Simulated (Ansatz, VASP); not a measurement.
Two plane-wave programs on GaN

```xyz
2
Lattice="0.0000 2.2276 2.2276 2.2276 0.0000 2.2276 2.2276 2.2276 0.0000" Properties=species:S:1:pos:R:3 pbc="T T T"
Ga    0.0000    0.0000    0.0000
N     1.1138    1.1138    1.1138
```

Alike in both runs: functional LDA; k mesh 14 × 14 × 14; occupations gaussian, width 0.02 eV; no spin polarisation.

Ansatz relaxed the structure, and its values are those at the end. VASP's run is a single point on that final structure, the one shown.

|  | VASP | Ansatz |
| --- | --- | --- |
| version | VASP 6.6.1 | Ansatz 0.2.0 |
| potentials or method | VASP PAW LDA potentials, release 64 (Ga_d, N) | scalar-relativistic, plane waves, PAW |
| plane-wave cutoff (eV) | 520 | 420 |
| valence electrons in the cell | 18 | 18 |

|  | VASP | Ansatz | Ansatz less VASP |
| --- | --- | --- | --- |
| gap on the k mesh at the Fermi level (eV) | 1.97 | 1.96 | -0.012 |
| least direct gap on the mesh (eV) | 1.97 | 1.96 | -0.012 |
| pressure (GPa) | 1.1 | 0.0 | -1.15 |

Ansatz warned: «pseudo_functional_mismatch».

A k mesh can miss the band edges. A hybrid or GW would open this gap; LDA tends to underestimate it.
